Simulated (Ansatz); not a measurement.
# Fe: electron density at the nuclei under pressure

```
CELL_PARAMETERS angstrom
2.43416 0.00000 0.00000
-1.21708 2.10804 0.00000
0.00000 0.00000 3.84193
ATOMIC_POSITIONS crystal
Fe 0.33333 0.66667 0.25000
Fe 0.66667 0.33333 0.75000
```

Atoms are numbered in the order listed.

Structure from Materials Project entry mp-136 (possibly hypothetical), not relaxed further.

Spin polarisation is left out, and whether a magnetic state lies lower isn't shown here.

Computed with Ansatz 0.2.0, DFT, PBE, all-electron PAW with datasets made for the crystal, scalar-relativistic.

Numerical set-up: a Γ-centred 17×17×10 k mesh, Fermi–Dirac smearing of 0.08 eV, cutoff 360 eV (chosen by the program for this cell), no spin polarisation.

The contact density is the mean electron density over the nuclear volume; its changes set Mössbauer isomer shifts. Changes below are taken from the unscaled cell, where it is 100648 e/Å³ at Fe1.

Volumes at which the program chose other datasets or cutoffs are left out.

| V/V(cell) | P (GPa) | Δρ(0) Fe1 (e/Å³) |
| --- | --- | --- |
| 0.9800 | 17.9 | 0.72 |
| 0.9900 | 14.3 | ? |
| 1.0000 | 10.8 | 0.00 |
| 1.0100 | 7.5 | ? |
| 1.0200 | 4.4 | ? |

Q: Fill in "Δρ(0) Fe1 (e/Å³)" for the row "1.0200".

A: -0.70.

Q: Give the missing entry: row "1.0100", column "Δρ(0) Fe1 (e/Å³)".

A: -0.35.

Q: Fill in "Δρ(0) Fe1 (e/Å³)" for the row "0.9900".

A: 0.36.

The datasets are made afresh for each cell, so very small changes are uncertain.
